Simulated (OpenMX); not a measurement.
Crystal: TiTe2.

```xyz
3
Lattice="3.7770 0.0000 0.0000 -1.8885 3.2710 0.0000 0.0000 0.0000 6.4980" Properties=species:S:1:pos:R:3 pbc="T T T"
Te    0.0000    2.1807    4.7903
Te    1.8885    1.0903    1.7077
Ti    0.0000    0.0000    0.0000
```

Program: OpenMX 3.8.5. Alike in all runs: no spin polarisation; cell as given; smearing fermi-dirac 0.05 eV.

Problem. Order these runs on this cell by their pressure, lowest first.
A. level PBE; potentials or basis OpenMX 2013 PBE set, Te7.0-s3p3d2f1, Ti7.0-s3p2d2f1, grid cutoff 500 Ry; k mesh 9 × 9 × 5
B. level PBE+D3(BJ); potentials or basis OpenMX 2013 PBE set, Te7.0-s3p2d2f1, Ti7.0-s3p2d2, grid cutoff 500 Ry; k mesh 7 × 7 × 3
C. level LDA; potentials or basis OpenMX 2013 LDA set, Te7.0-s3p2d2f1, Ti7.0-s3p2d2, grid cutoff 500 Ry; k mesh 9 × 9 × 5

Solution. C (-3.7 GPa), B (-1.6 GPa), A (1.3 GPa).

Caveats: the basis of atomic orbitals isn't converged, which shifts pressures, moduli and gaps; this functional lacks dispersion, which binds the layers, so the pressure and a relaxed spacing across them are unreliable (some runs).

Not every run made on this cell is shown here.
